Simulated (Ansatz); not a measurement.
# MoSe2: the cost of one run

Computed with Ansatz 0.2.0, driven from Python. Level of theory: DFT PBEsol, plane waves, PAW.

The COD entry's cell or inner coordinates are ideal or old and differ from later refinements, so a difference from it is no clean test against experiment.

## (1) The structure

Symmetry: P6_3/mmc, No. 194, hexagonal system. Conventional cell: a = 3.288 Å, b = 3.288 Å, c = 12.900 Å, α = 90.00°, β = 90.00°, γ = 120.00°. Mo (site symmetry -6m2) has 6 Se at 2.49 Å as nearest neighbours. Around Se (site symmetry 3m) lie 3 Mo at 2.49 Å.

No structure file is read: the coordinates are typed or built in the script.

## (2) The code

Input file slab_mose2.py:

```python
'''Slab calculation for MoSe2.'''

import warnings

import ansatz as az
from ase import Atoms
from ase.build import surface
import numpy as np


def main() -> None:
    warnings.simplefilter('ignore', az.DeckWarning)

    atoms = Atoms(
        ['Mo', 'Mo', 'Se', 'Se', 'Se', 'Se'],
        scaled_positions=[
            [1 / 3, 2 / 3, 0.25],
            [2 / 3, 1 / 3, 0.75],
            [1 / 3, 2 / 3, 0.625],
            [2 / 3, 1 / 3, 0.125],
            [1 / 3, 2 / 3, 0.875],
            [2 / 3, 1 / 3, 0.375],
        ],
        cell=[
            [3.288, 0.0, 0.0],
            [-1.644, 2.847492, 0.0],
            [0.0, 0.0, 12.9],
        ],
        pbc=True,
    )
    # the plane is named in the basis of this cell
    slab = surface(atoms, (0, 0, 1), 2, vacuum=7.0)
    slab.pbc = True

    print(slab.get_chemical_formula(), 'area {:.3f} A^2, cell height {:.2f} A'.format(np.linalg.norm(np.cross(slab.cell[0], slab.cell[1])), slab.cell[2, 2]))


    def settings(structure):
        return (
            az.Crystal.from_ase(structure).calculation()
            .occupations(az.OccupationsMethod.METHFESSEL_PAXTON)
            .functional('pbesol')
            .basis(38 * az.Ry)
        )


    job = (
        settings(slab)
        .kpoints(7, 7, 1)
        .electric_field(axis=3, dipole_correction=True)
        .potential()
        .forces()
    )
    done = job.run(threads=1, pin='off')
    summary = done.report

    print(f'slab free energy {summary["free_energy_ev"]:.4f} eV, Fermi level {summary["fermi_energy_ev"]:.3f} eV')
    face = summary['work_function']
    print('work function (eV), upper and lower face:', *(round(face[k], 3) for k in ('phi_plus_ev', 'phi_minus_ev') if face.get(k) is not None))
    print(f'dipole {face["dipole_moment_e_ang"]:+.4f} e A')

    # two faces, so half the excess energy for each
    bulk = settings(atoms).kpoints(9, 9, 2).run(threads=1, pin='off').report
    excess = summary['free_energy_ev'] - bulk['free_energy_ev'] * len(slab) / len(atoms)
    area = np.linalg.norm(np.cross(slab.cell[0], slab.cell[1]))
    print(f'mean surface energy {excess / (2 * area) * 16.02177:.3f} J/m^2 ({1000 * excess / (2 * area):.1f} meV/A^2)')

    print('z (A) and force along z (eV/A)')
    for site, force in sorted(zip(done.lattice.sites, summary['forces_ev_ang']), key=lambda pair: pair[0].position_ang[2]):
        print(f'{site.symbol:3s} {site.position_ang[2]:8.3f} {force[2]:9.4f}')


if __name__ == '__main__':
    main()
```

## (3) Running it

The run is started by

```console
> python slab_mose2.py
```

**Question.** How long does this script take on 1 thread of Arm Neoverse V2, shared host, and how much memory does it need?

About 73 s, with a peak of 0.95 GiB.
